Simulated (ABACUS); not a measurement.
Runs of ABACUS 3.10.1 on Co. It takes space group P6_3/mmc (No. 194, hexagonal). The conventional cell has a = 2.472 Å, b = 2.472 Å, c = 4.021 Å, α = 90.00°, β = 90.00°, γ = 120.00°. Co (site symmetry -6m2) has 12 Co at 2.47 Å as nearest neighbours. 

```csv
task,level,potentials or basis,cell,k mesh,cutoff (eV),orbital files,SCF threshold on the density,eigensolver,symmetry key,threshold of the eigensolver,mesh quality,gap on the mesh (eV),pressure (GPa),moment (μB),V0 of scaled cells (Å³/atom),B0 (GPa)
single point,PBE,"PseudoDojo NC SR 0.4.1 PBE standard, DZP LCAO (the cutoffs set its grid)",as given,12 × 12 × 7,1361,Co Co_confined-atom_7au_3s2p2d1f.orb,1e-07,genelpa,1,-,not flagged,none,5.6,3.24,-,-
single point,r2SCAN,"SG15 ONCV 1.2 PBE, plane waves",as given,8 × 8 × 4,1524,-,1e-08,dav,1,-,coarse,none,0.5,3.54,-,-
equation of state,r2SCAN,"SG15 ONCV 1.2 PBE, plane waves",as given,8 × 8 × 4,1524,-,1e-08,dav,1,-,coarse,-,-,-,(b),229
single point,PBE,"PseudoDojo NC SR 0.5 PBE standard, TZDP LCAO (the cutoffs set its grid)",as given,11 × 11 × 6,1361,Co Co_confined-atom_7au_4s3p3d1f.orb,1e-07,scalapack_gvx,1,-,not flagged,none,4.8,3.12,-,-
equation of state,PBE,"PseudoDojo NC SR 0.4.1 PBE standard, DZP LCAO (the cutoffs set its grid)",as given,12 × 12 × 7,1361,Co Co_confined-atom_7au_3s2p2d1f.orb,1e-07,genelpa,1,-,not flagged,-,-,-,(a),207
single point,PBE,"PseudoDojo NC SR 0.4.1 PBE standard, plane waves",as given,12 × 12 × 7,1320,-,1e-08,dav,1,-,not flagged,none,5.3,3.25,-,-
relaxation of cell and atoms,PW91,"PseudoDojo NC SR 0.4.1 PBE standard, plane waves",relaxed,10 × 10 × 6,1320,-,1e-08,dav,1,-,not flagged,none,-0.1,3.32,-,-
single point,PBE,"PseudoDojo NC SR 0.5 PBE stringent, DZP LCAO (the cutoffs set its grid)",as given,11 × 11 × 6,1429,Co Co_confined-atom_7au_3s2p2d1f.orb,1e-07,genelpa,1,-,not flagged,none,4.5,3.11,-,-
```

Alike in all rows: spin collinear, ferromagnetic start; smearing fermi-dirac 0.05 eV.

Problem. Fill in the values left out.

Solution. (a) 10.92; (b) 10.67.

Caveats: some runs use coarse meshes; the atomic orbitals were generated for these runs and aren't a published set (some runs); the basis of atomic orbitals isn't converged, which shifts pressures, moduli and gaps (some runs); the potentials were made for another functional, which shifts forces and pressure (some runs); the cell was scaled at fixed shape and fractional positions, which overstates the stiffness of a crystal with free parameters, most of all of layers and chains (some runs).

A k mesh can miss the band edges.

A gap of «none» marks a metal or a gap under the smearing width.

Not every run made on this cell is shown here.
